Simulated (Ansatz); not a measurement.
Molecular dynamics of WC

Input file:

```yaml
accuracy: low
crystal:
  lattice:
    - [-2.939012, -5.090518, 0.0]
    - [4.408518, -2.545259, 0.0]
    - [0.0, 0.0, 5.752397]
  atoms:
    - { symbol: W, position: [0.74095098, 0.52345775, 0.02066515] }
    - { symbol: C, position: [0.47103995, 0.74739658, 0.26325194] }
    - { symbol: W, position: [0.71989331, 0.46657545, 0.49765697] }
    - { symbol: C, position: [0.49627081, 0.70689613, 0.75125105] }
    - { symbol: W, position: [0.52591815, 0.04630738, 0.01212548] }
    - { symbol: C, position: [0.30249914, 0.19802419, 0.25095693] }
    - { symbol: W, position: [0.4882837, 0.008877, 0.53096615] }
    - { symbol: C, position: [0.25305105, 0.18316212, 0.72945408] }
    - { symbol: W, position: [0.29300585, 0.52633134, 0.00894482] }
    - { symbol: C, position: [0.01715415, 0.70537032, 0.20151498] }
    - { symbol: W, position: [0.2256227, 0.53199298, 0.47485475] }
    - { symbol: C, position: [-0.03547206, 0.62312683, 0.69328983] }
    - { symbol: W, position: [0.00944065, 0.0408851, -0.03162358] }
    - { symbol: C, position: [0.82167545, 0.21284047, 0.21454343] }
    - { symbol: W, position: [0.01531755, 0.0219243, 0.45983743] }
    - { symbol: C, position: [0.77605833, 0.17209722, 0.75819242] }
basis:
  ecutwfc: 420.0
kpoints:
  mp_grid: { grid: [3, 3, 3] }
hamiltonian:
  xc: pbe
  pseudopotentials: { kind: paw, azcp: { folder: soft_1 } }
scf:
  occupations: { method: fermi_dirac, width: 0.36 }
  lower_state_search: "off"
md:
  timestep: 1.12
  n_steps: 200
  ensemble: nvt_langevin
  temperature: 3360.0
  initial_velocities: maxwell_boltzmann
  seed: 896190
  friction: 0.02
  temperature_schedule:
    - { n_steps: 150, end_temperature: 300.0 }
    - { n_steps: 50, end_temperature: 300.0 }
```

Launched with:

```bash
$ ansatz run input.yaml --threads 2 --pin off --max-ram 5120MiB --backend cpu --events-out ev --progress --plain --runs-dir out
```

It goes on from the last frame of an earlier run, with new velocities.

Output, in part (step lines):

```
md step     0: t =     0.00 fs  T =  3150.0 K (target 3360.0 K)  F+E_penalty+E_count = -85089.91783644 eV  E_kin = 6.514704 eV  (9 SCF iters)
md step     1: t =     1.12 fs  T =  3413.9 K (target 3349.8 K)  F+E_penalty+E_count = -85089.97388719 eV  E_kin = 7.060485 eV  (7 SCF iters)
md step     2: t =     2.24 fs  T =  3517.0 K (target 3329.4 K)  F+E_penalty+E_count = -85089.97872254 eV  E_kin = 7.273632 eV  (7 SCF iters)
md step     3: t =     3.36 fs  T =  3654.6 K (target 3309.0 K)  F+E_penalty+E_count = -85089.92499422 eV  E_kin = 7.558327 eV  (7 SCF iters)
md step     4: t =     4.48 fs  T =  3622.6 K (target 3288.6 K)  F+E_penalty+E_count = -85089.80845827 eV  E_kin = 7.492024 eV  (7 SCF iters)
md step     5: t =     5.60 fs  T =  3834.7 K (target 3268.2 K)  F+E_penalty+E_count = -85089.64723948 eV  E_kin = 7.930744 eV  (5 SCF iters)
md step     6: t =     6.72 fs  T =  3870.9 K (target 3247.8 K)  F+E_penalty+E_count = -85089.42239778 eV  E_kin = 8.005574 eV  (6 SCF iters)
md step     7: t =     7.84 fs  T =  3697.6 K (target 3227.4 K)  F+E_penalty+E_count = -85089.16361225 eV  E_kin = 7.647250 eV  (6 SCF iters)
[... lines left out ...]
md step   199: t =   222.88 fs  T =   490.1 K (target 300.0 K)  F+E_penalty+E_count = -85096.62462327 eV  E_kin = 1.013704 eV  (5 SCF iters)
md step   200: t =   224.00 fs  T =   510.6 K (target 300.0 K)  F+E_penalty+E_count = -85096.61968010 eV  E_kin = 1.056049 eV  (6 SCF iters)
```

The steps, from the saved trajectory:

| time (fs) | T (K) | potential energy less start (eV) |
| --- | --- | --- |
| 0 | 3150 | 0.000 |
| 6.72 | 3871 | 0.495 |
| 13.44 | 3232 | 0.870 |
| 20.16 | 3712 | -0.044 |
| 26.88 | 3054 | 0.958 |
| 33.6 | 3159 | 1.134 |
| 40.32 | 2521 | 1.445 |
| 47.04 | 2262 | 1.296 |
| 53.76 | 2432 | 1.151 |
| 60.48 | 3428 | 0.055 |
| 67.2 | 4330 | -1.661 |
| 73.92 | 4321 | -2.298 |
| 80.64 | 3523 | -2.163 |
| 87.36 | 2424 | -2.060 |
| 94.08 | 2603 | -2.484 |
| 100.8 | 2297 | -2.145 |
| 107.52 | 1590 | -1.994 |
| 114.24 | 1923 | -2.935 |
| 120.96 | 1575 | -2.778 |
| 127.68 | 1852 | -3.397 |
| 134.4 | 1916 | -4.415 |
| 141.12 | 1837 | -4.855 |
| 147.84 | 1720 | -5.578 |
| 154.56 | 1525 | -6.012 |
| 161.28 | 1239 | -6.017 |
| 168 | 1013 | -6.033 |
| 174.72 | 943 | -6.256 |
| 181.44 | 875 | -6.365 |
| 188.16 | 866 | -6.403 |
| 194.88 | 681 | -6.244 |
| 201.6 | 556 | -6.223 |
| 208.32 | 538 | -6.374 |
| 215.04 | 595 | -6.690 |
| 221.76 | 470 | -6.713 |

All steps were run. The schedule's set-point averaged 558 K over the second half and the system 1190 K, so it lags behind the ramp. A run of 0.22 ps of so small a system gives no equilibrium averages. Limits of this set-up: coarse k mesh, low accuracy level.

Mean squared displacements from the first frame to the last, about the centre of mass: W 0.06 Å², C 0.10 Å².

Last frame:

```xyz
16
Lattice="-2.9390 -5.0905 0.0000 4.4085 -2.5453 0.0000 0.0000 0.0000 5.7524" Properties=species:S:1:pos:R:3
W -0.126 -5.065 -0.130
C 1.378 -4.269 1.310
W -0.102 -5.112 2.757
C 1.413 -4.300 4.212
W -1.675 -2.563 -0.109
C -0.151 -1.766 1.237
W -1.680 -2.625 2.724
C -0.127 -1.793 4.231
W 1.301 -2.615 -0.099
C 2.798 -1.721 1.363
W 1.378 -2.591 2.791
C 2.759 -1.649 4.199
W -0.257 0.075 -0.156
C -1.620 -4.308 1.424
W -0.126 -0.134 2.799
C -1.613 -4.308 4.140
```

The run took 35 min on 2 threads of Arm Neoverse V1, with other jobs on the host, peak memory 0.81 GiB.
